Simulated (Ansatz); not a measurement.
# Mg: relaxation of the atoms with PBE

The system is Mg.

```
Mg
1.0
     4.39043    0.00000    0.00000
     0.00000    4.39043    0.00000
     0.00000    0.00000    4.39043
Mg
3
Direct
  0.00000 0.50000 0.50000
  0.50000 0.00000 0.50000
  0.50000 0.50000 0.00000
```

The cell was built by a generator and needn't be a form met in nature.

- Program: Ansatz 0.2.0
- Task: relaxation of the atoms
- Functional: PBE
- Potentials or basis: Ansatz PAW
- Cutoff: 420 eV (not typed: the program's choice for these potentials)
- k mesh: 6 × 6 × 6
- Occupations: fermi-dirac, width 0.05 eV
- Spin: no spin polarisation

```yaml
Pressure_after_relaxing: 0.1 GPa
Band_gap_on_the_k_mesh: none (metal or under the smearing width)
```

Final structure:
```
Mg
1.0
     4.39043    0.00000    0.00000
     0.00000    4.39043    0.00000
     0.00000    0.00000    4.39043
Mg
3
Direct
  0.00000 0.50000 0.50000
  0.50000 0.00000 0.50000
  0.50000 0.50000 0.00000
```

Levels at points of the mesh, in eV from the Fermi level:
| k point | band 13 | band 14 | band 15 | band 16 | band 17 | band 18 |
| --- | --- | --- | --- | --- | --- | --- |
| (0.00, 0.00, 0.00) | -6.16 | 0.93 | 0.93 | 0.93 | 1.98 | 1.98 |
| (0.00, 0.00, -0.50) | -4.69 | -3.65 | 2.14 | 2.14 | 3.14 | 3.38 |
| (0.00, -0.50, -0.50) | -3.18 | -2.31 | -2.31 | -1.13 | 3.43 | 4.39 |
| (-0.50, -0.50, -0.50) | -1.80 | -0.68 | -0.68 | -0.68 | -0.15 | -0.15 |

It took 1.1 s on 2 threads of Intel(R) Xeon(R) Platinum 8488C (Sapphire Rapids), with other jobs on the host, peak memory 0.37 GiB.

Caveat: the relaxation stopped at its first step, so nothing moved; the thresholds are loose for stress.
